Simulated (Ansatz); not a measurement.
**Ba (dhcp type): how the settings move a single-point run**

Question: which choices in the input matter for Ba (dhcp type)?

Method: reference: DFT, PBE, PAW with Ansatz's default frozen-core files, scalar-relativistic, in Ansatz 0.2.0.

### 1 The system as given

Symmetry: P6_3/mmc, No. 194, hexagonal system. Conventional cell: a = 4.085 Å, b = 4.085 Å, c = 13.286 Å, α = 90.00°, β = 90.00°, γ = 120.00°. Ba (site symmetry -3m) has 12 Ba at 4.07 to 4.08 Å as nearest neighbours. Ba (site symmetry -6m2) is surrounded by 12 Ba at 4.07 to 4.08 Å.

As a file:

```cif
data_structure
_symmetry_space_group_name_H-M 'P 1'
_symmetry_Int_Tables_number 1
_cell_length_a 4.0848
_cell_length_b 4.0848
_cell_length_c 13.2862
_cell_angle_alpha 90.000
_cell_angle_beta 90.000
_cell_angle_gamma 120.000
_cell_volume 191.99
loop_
_atom_site_label
_atom_site_type_symbol
_atom_site_fract_x
_atom_site_fract_y
_atom_site_fract_z
_atom_site_occupancy
Ba1 Ba 0.00000 0.00000 0.00000 1
Ba2 Ba 0.00000 0.00000 0.50000 1
Ba3 Ba 0.33333 0.66667 0.25000 1
Ba4 Ba 0.66667 0.33333 0.75000 1
```

### 2 Reference

File input.yaml:

```yaml
crystal:
  lattice:
    - [4.0848309706, 0.0, 0.0]
    - [-2.0424154853, 3.5375673907, 0.0]
    - [0.0, 0.0, 13.2862274234]
  atoms:
    - { symbol: Ba, position: [0.0, 0.0, 0.0] }
    - { symbol: Ba, position: [0.0, 0.0, 0.5] }
    - { symbol: Ba, position: [0.3333333333, 0.6666666667, 0.25] }
    - { symbol: Ba, position: [0.6666666667, 0.3333333333, 0.75] }
kpoints:
  mp_grid: { grid: [8, 8, 2] }
scf:
  occupations: { method: fermi_dirac, width: 0.08 }
hamiltonian:
  xc: pbe
  pseudopotentials: { kind: paw }
output:
  forces: true
  stress: true
  eigenvalues: true
  populations: true
```

Command:

```bash
ansatz run input.yaml --threads 1 --pin off --max-ram 3072MiB --backend cpu --events-out ev --progress --plain --runs-dir out
```

### 3 Changed: preconditioner kerker

Changes to input.yaml since step 2:

```diff
@@ -14,2 +14,3 @@
   occupations: { method: fermi_dirac, width: 0.08 }
+  mixing: { preconditioner: kerker }
 hamiltonian:
@@ -22 +23,5 @@
   populations: true
+  write_density: true
+  write_potential: true
+  elf: true
+  volumetric_format: npy
```

Q: Predict the outcome of this session. Wanted: for each run, ending; energy change; pressure; gap; force.

**Answer**, as computed:

| run | ending | energy change | pressure (GPa) | gap (eV) | force (eV/Å) | cycles | time |
| --- | --- | --- | --- | --- | --- | --- | --- |
| reference | converged | 0 | 3.3 | 0.00 | 0.00 | 6 | 7.9 s |
| 1: preconditioner kerker | converged | 0.0 meV/atom | 3.3 | 0.00 | 0.00 | 6 | 8.5 s |

Times don't compare one to one where runs were asked for different outputs or read a saved state (see the inputs); cycles may leave out searches for a lower state.

Residual by cycle in the longest SCF loop of each run; runs are numbered as in the table. The quantity is the density residual dr2, in eV.

| cycle | reference | run 1 |
| --- | --- | --- |
| 1 | 0.00522 | 0.00522 |
| 2 | 0.00291 | 0.00291 |
| 3 | 1.1e-4 | 1.1e-4 |
| 4 | 3.9e-5 | 3.9e-5 |
| 5 | 1.0e-6 | 1.0e-6 |
| 6 | 4.7e-8 | 4.7e-8 |

**Reading.** Energy and cycle count are those of the reference, so the change (mixing) left the result and the number of cycles as they were.
